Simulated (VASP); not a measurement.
# Ge (Fd-3m) in VASP: further runs

One crystal, Ge, is run at these levels: PBE; tasks: relaxation of the atoms, relaxation of cell and atoms.

Program: VASP 6.6.1. These are calculated values, not measurements. Logs are shortened: lines on timing, memory, paths and dates and some standing lists are left out, and cuts for length are marked.

## 1. The crystal as given

Symmetry: Fd-3m, No. 227, cubic system. Conventional cell: a = 5.658 Å, b = 5.658 Å, c = 5.658 Å, α = 90.00°, β = 90.00°, γ = 90.00°. Ge (site symmetry -43m) has 4 Ge at 2.45 Å as nearest neighbours.

## 2. Relaxation of the atoms, PBE (a relaxed cell with its volume scaled by 1.04)

INCAR reads:

```
PREC     = Accurate       # precision mode
ENCUT    = 300            # plane-wave cutoff, eV
EDIFF    = 1E-7           # SCF threshold, eV
ISMEAR   = 0              # smearing method
SIGMA    = 0.03           # smearing width, eV
LREAL    = F              # projectors in reciprocal space
LASPH    = T              # aspherical terms in the spheres
NELM     = 80             # most SCF steps
ALGO     = Normal         # electronic algorithm
ISIF     = 2              # what is computed and relaxed
LWAVE    = F              # write WAVECAR
LCHARG   = F              # write CHGCAR
GGA      = PE             # functional
IBRION   = 2              # ionic algorithm
NSW      = 40             # ionic steps
EDIFFG   = -0.01          # ionic threshold
```

KPOINTS reads:

```
regular mesh
0
Gamma
  5 5 5
```

POSCAR reads:

```
Ge                                      
1.0
    0.0000000000      2.9324358537      2.9324358537
    2.9324358537      0.0000000000      2.9324358537
    2.9324358537      2.9324358537      0.0000000000
  Ge            
     2
Direct
     0.0000000000000000    0.0000000000000000    0.0000000000000000
     0.2500000000000000    0.2500000000000000    0.2500000000000000
```

Potentials or basis: VASP PAW PBE potentials, release 64 (Ge).

On the command line:

```bash
$ cat potpaw_PBE.64/Ge/POTCAR > POTCAR
$ mpirun -np 1 vasp_std > vasp.out
```

OUTCAR:

```text
PREC = Accurate
   ENCUT = 300
   EDIFF = 1E-7
   ISMEAR = 0
   LREAL = F
   LASPH = T
   NELM = 80
   ISIF = 2
   GGA = PE
   IBRION = 2
   NSW = 40
   EDIFFG = -0.01

 ion  position               nearest neighbor table
   1  0.000  0.000  0.000-   2 2.54   2 2.54   2 2.54   2 2.54
   2  0.250  0.250  0.250-   1 2.54   1 2.54   1 2.54   1 2.54

  LATTYP: Found a face centered cubic cell.
 ALAT       =     5.8648717074

  Lattice vectors:

 A1 = (   0.0000000000,   2.9324358537,   2.9324358537)
 A2 = (   2.9324358537,   0.0000000000,   2.9324358537)
 A3 = (   2.9324358537,   2.9324358537,   0.0000000000)

Analysis of symmetry for initial positions (statically):
=====================================================================
 Subroutine PRICEL returns:
 Original cell was already a primitive cell.

 Routine SETGRP: Setting up the symmetry group for a
 face centered cubic supercell.

 Subroutine GETGRP returns: Found 48 space group operations
 (whereof 24 operations were pure point group operations)
 out of a pool of 48 trial point group operations.

The static configuration has the point symmetry T_d .
 The point group associated with its full space group is O_h .

Analysis of symmetry for dynamics (positions and initial velocities):
=====================================================================
 Subroutine PRICEL returns:
 Original cell was already a primitive cell.

 Routine SETGRP: Setting up the symmetry group for a
 face centered cubic supercell.

 Subroutine GETGRP returns: Found 48 space group operations
 (whereof 24 operations were pure point group operations)
 out of a pool of 48 trial point group operations.

The dynamic configuration has the point symmetry T_d .
 The point group associated with its full space group is O_h .

 Subroutine INISYM returns: Found 48 space group operations
 (whereof 24 operations are pure point group operations),
 and found     1 'primitive' translations

----------------------------------------------------------------------------------------

                                     Primitive cell

  volume of cell :      50.4331

  direct lattice vectors                    reciprocal lattice vectors
     0.000000000  2.932435854  2.932435854    -0.170506714  0.170506714  0.170506714
     2.932435854  0.000000000  2.932435854     0.170506714 -0.170506714  0.170506714
     2.932435854  2.932435854  0.000000000     0.170506714  0.170506714 -0.170506714

  length of vectors
     4.147090555  4.147090555  4.147090555     0.295326291  0.295326291  0.295326291

  position of ions in fractional coordinates (direct lattice)
     0.000000000  0.000000000  0.000000000
     0.250000000  0.250000000  0.250000000

  ion indices of the primitive-cell ions
   primitive index   ion index
                 1           1
                 2           2

----------------------------------------------------------------------------------------

 KPOINTS: regular mesh

Automatic generation of k-mesh.
 Grid dimensions read from file:
 generate k-points for:    5    5    5

 Generating k-lattice:

  Cartesian coordinates                     Fractional coordinates (reciprocal lattice)
    -0.034101343  0.034101343  0.034101343     0.200000000  0.000000000  0.000000000
     0.034101343 -0.034101343  0.034101343     0.000000000  0.200000000  0.000000000
     0.034101343  0.034101343 -0.034101343     0.000000000  0.000000000  0.200000000

  Length of vectors
     0.059065258  0.059065258  0.059065258

  Shift w.r.t. Gamma in fractional coordinates (k-lattice)
     0.000000000  0.000000000  0.000000000

 Subroutine IBZKPT returns following result:
 ===========================================

 Found     10 irreducible k-points:

 Following reciprocal coordinates:
            Coordinates               Weight
  0.000000  0.000000  0.000000      1.000000
  0.200000  0.000000  0.000000      8.000000
  0.400000  0.000000  0.000000      8.000000
  0.200000  0.200000  0.000000      6.000000
  0.400000  0.200000  0.000000     24.000000
 -0.400000  0.200000  0.000000     24.000000
 -0.200000  0.200000  0.000000     12.000000
  0.400000  0.400000  0.000000      6.000000
 -0.400000  0.400000  0.000000     12.000000
 -0.400000  0.400000  0.200000     24.000000
   k-points           NKPTS =     10   k-points in BZ     NKDIM =     10   number of bands    NBANDS=      8
   number of dos      NEDOS =    301   number of ions     NIONS =      2
   total plane-waves  NPLWV =  13824
   dimension x,y,z NGX =    24 NGY =   24 NGZ =   24
   dimension x,y,z NGXF=    48 NGYF=   48 NGZF=   48
   ions per type =               2
   NGX,Y,Z   is equivalent  to a cutoff of   9.62,  9.62,  9.62 a.u.
   NGXF,Y,Z  is equivalent  to a cutoff of  19.24, 19.24, 19.24 a.u.
 SYSTEM =  unknown system
   PREC   = accura    normal or accurate (medium, high low for compatibility)
   ISTART =      0    job   : 0-new  1-cont  2-samecut
   ICHARG =      2    charge: 1-file 2-atom 10-const
   ISPIN  =      1    spin polarized calculation?
   LNONCOLLINEAR =      F non collinear calculations
   LSORBIT =      F    spin-orbit coupling
   LASPH  =      T    aspherical Exc in radial PAW
   ENCUT  =  300.0 eV  22.05 Ry    4.70 a.u.   5.86  5.86  5.86*2*pi/ulx,y,z
   NELM   =     80;   NELMIN=  2; NELMDL= -5     # of ELM steps
   EDIFF  = 0.1E-06   stopping-criterion for ELM
   LREAL  =      F    real-space projection
   EDIFFG = -.1E-01   stopping-criterion for IOM
   NSW    =     40    number of steps for IOM
   IBRION =      2    ionic relax: 0-MD 1-quasi-New 2-CG
   NFREE  =      1    steps in history (QN), initial steepest desc. (CG)
   ISIF   =      2    stress and relaxation
   ISYM   =      2    0-nonsym 1-usesym 2-fastsym
   POTIM  = 0.5000    time-step for ionic-motion
   TEBEG  =    0.0;   TEEND  =   0.0 temperature during run
   PSTRESS=    0.0 pullay stress
   NELECT =       8.0000    total number of electrons
   NUPDOWN=      -1.0000    fix difference up-down
   EMIN   =  10.00;   EMAX   =-10.00  energy-range for DOS
   EFERMI =   0.00;   METHOD = LEGACY
   ISMEAR =     0;   SIGMA  =   0.03  broadening in eV -4-tet -1-fermi 0-gaus
   EFERMI_NEDOS =   21; number of points for ismear=-14 and -15
   IALGO  =     38    algorithm
   IMIX   =      4    mixing-type and parameters
     AMIX     =   0.40;   BMIX     =  1.00
     AMIX_MAG =   1.60;   BMIX_MAG =  1.00
  volume/ion in A,a.u.               =      25.22       170.17
  Fermi-wavevector in a.u.,A,eV,Ry     =   0.886203  1.674680 10.685402  0.785355
  Thomas-Fermi vector in A             =   2.007337
   LORBIT       =      0    0 simple, 1 ext, 2 COOP (PROOUT), +10 PAW based schemes
   GGA     = PE    functional components
   LHFCALC =     F    Hartree Fock is set to
   AEXX    =    0.0000 exact exchange contribution
   IVDW    =     0    specifies the selected vdW correction
   LEPSILON=     F    determine dielectric tensor
   LRPA    =     F    only Hartree local field effects (RPA)
 conjugate gradient relaxation of ions
 non-spin polarized calculation
 Gauss-broadening in eV      SIGMA  =   0.03
  energy-cutoff  :      300.00
  volume of cell :       50.43
 maximum number of plane-waves:       609
   NGX = 11   NGY = 11   NGZ = 11

 number of electron       8.0000000 magnetization

 Free energy of the ion-electron system (eV)
  ---------------------------------------------------
  ext. energy  EPLUGINS =         0.00000000
  ---------------------------------------------------
  free energy    TOTEN  =        -8.87881248 eV

  energy without entropy =       -8.87794042  energy(sigma->0) =       -8.87837645

 E-fermi :   2.8525     XC(G=0):  -8.7031

 val. band max:        2.3180761214   @ k =   0.2000   0.0000   0.0000
 cond. band min:       2.8668682772   @ k =   0.4000   0.0000   0.0000
 fundamental gap:      0.5487921558
 Fermi energy:         2.8524611077

 k-point     1 :       0.0000    0.0000    0.0000
  band No.  band energies     occupation
      1      -9.0903      2.00000
      2       2.0215      2.00000
      3       2.9088      0.00790
      4       2.9088      0.00790
      5       2.9088      0.00790
      6       5.3917      0.00000
      7       5.3917      0.00000
      8       5.3917      0.00000

 k-point     2 :       0.2000    0.0000    0.0000
  band No.  band energies     occupation
      1      -8.6589      2.00000
      2      -0.9098      2.00000
      3       2.3181      2.00000
      4       2.3181      2.00000
      5       3.3935      0.00000
      6       6.1749      0.00000
      7       6.1749      0.00000
      8       7.1450      0.00000

 k-point     3 :       0.4000    0.0000    0.0000
  band No.  band energies     occupation
      1      -7.5746      2.00000
      2      -3.7080      2.00000
      3       1.7344      2.00000
      4       1.7344      2.00000
      5       2.8669      0.49704
      6       6.5703      0.00000
      7       6.5703      0.00000
      8       9.9509      0.00000

 k-point     4 :       0.2000    0.2000    0.0000
  band No.  band energies     occupation
      1      -8.5070      2.00000
      2      -1.0343      2.00000
      3       1.4992      2.00000
      4       1.4992      2.00000
      5       4.2848      0.00000
      6       5.3086      0.00000
      7       7.5285      0.00000
      8       7.5285      0.00000

 k-point     5 :       0.4000    0.2000    0.0000
  band No.  band energies     occupation
      1      -7.5694      2.00000
      2      -3.2257      2.00000
      3       0.3117      2.00000
      4       0.9859      2.00000
      5       4.4545      0.00000
      6       6.0481      0.00000
      7       7.7646      0.00000
      8       8.2648      0.00000

 k-point     6 :      -0.4000    0.2000    0.0000
  band No.  band energies     occupation
      1      -6.9087      2.00000
      2      -4.2926      2.00000
      3      -0.4079      2.00000
      4       1.2167      2.00000
      5       4.4159      0.00000
      6       6.9090      0.00000
      7       7.7378      0.00000
      8       9.6566      0.00000

 k-point     7 :      -0.2000    0.2000    0.0000
  band No.  band energies     occupation
      1      -7.9726      2.00000
      2      -2.5029      2.00000
      3       0.1411      2.00000
      4       2.0190      2.00000
      5       4.5698      0.00000
      6       6.7077      0.00000
      7       6.8705      0.00000
      8       7.7745      0.00000

 k-point     8 :       0.4000    0.4000    0.0000
  band No.  band energies     occupation
      1      -6.8135      2.00000
      2      -4.2082      2.00000
      3       0.3336      2.00000
      4       0.3336      2.00000
      5       3.5847      0.00000
      6       4.3068      0.00000
      7      10.6520      0.00000
      8      10.6520      0.00000

 k-point     9 :      -0.4000    0.4000    0.0000
  band No.  band energies     occupation
      1      -5.8817      2.00000
      2      -5.2577      2.00000
      3      -0.7206      2.00000
      4       0.4344      2.00000
      5       3.9850      0.00000
      6       5.8783      0.00000
      7       9.9582      0.00000
      8      10.2343      0.00000

 k-point    10 :      -0.4000    0.4000    0.2000
  band No.  band energies     occupation
      1      -6.5005      2.00000
      2      -4.5377      2.00000
      3      -0.6776      2.00000
      4       0.1845      2.00000
      5       6.0617      0.00000
      6       6.0863      0.00000
      7       7.1804      0.00000
      8       9.7056      0.00000

------------------------ aborting loop because EDIFF is reached ----------------------------------------

  FORCE on cell =-STRESS in cart. coord.  units (eV):
  Direction    XX          YY          ZZ          XY          YZ          ZX
  --------------------------------------------------------------------------------------
  -------------------------------------------------------------------------------------
  Total       -0.5908440     -0.5908440     -0.5908440      0.0000000      0.0000000     -0.0000000
  in kB      -18.7701547    -18.7701547    -18.7701547      0.0000000      0.0000000     -0.0000000
  external PRESSURE =     -18.7701547 kB  Pullay stress =       0.0000000 kB

 VOLUME and BASIS-vectors are now :
 -----------------------------------------------------------------------------
  energy-cutoff  :      300.00
  volume of cell :       50.43
      direct lattice vectors                 reciprocal lattice vectors
     0.000000000  2.932435854  2.932435854    -0.170506714  0.170506714  0.170506714
     2.932435854  0.000000000  2.932435854     0.170506714 -0.170506714  0.170506714
     2.932435854  2.932435854  0.000000000     0.170506714  0.170506714 -0.170506714

 POSITION                                       TOTAL-FORCE (eV/Angst)
 -----------------------------------------------------------------------------------
      0.00000      0.00000      0.00000         0.000000      0.000000      0.000000
      1.46622      1.46622      1.46622        -0.000000     -0.000000     -0.000000
 -----------------------------------------------------------------------------------
    total drift:                               -0.000000      0.000000      0.000000

  FREE ENERGIE OF THE ION-ELECTRON SYSTEM (eV)
  ---------------------------------------------------
  free  energy   TOTEN  =        -8.8788124799 eV

  energy  without entropy=       -8.8779404151  energy(sigma->0) =       -8.87837645

 reached required accuracy - stopping structural energy minimisation
```

Wall time 5.7 s (1 thread of AMD EPYC 7R43 (Zen 3), shared host); peak memory 0.09 GiB.

Results:

- Free energy: -8.8788 eV
- Pressure after relaxing: -1.9 GPa
- Band gap on the k mesh: none (metal or under the smearing width)

Final structure:
```
CELL_PARAMETERS angstrom
0.00000 2.93244 2.93244
2.93244 0.00000 2.93244
2.93244 2.93244 0.00000
ATOMIC_POSITIONS crystal
Ge 0.00000 0.00000 0.00000
Ge 0.25000 0.25000 0.25000
```

Levels at points of the mesh, in eV from the Fermi level:
```
           k point  band 2  band 3  band 4  band 5  band 6  band 7
(0.00, 0.00, 0.00)   -0.83    0.06    0.06    0.06    2.54    2.54
```

Caveat: the k mesh is coarse (spacing up to 0.37 Å⁻¹), so the values aren't converged; the relaxation stopped at its first step, so nothing moved.

(Part 1 of 2 ends here.)
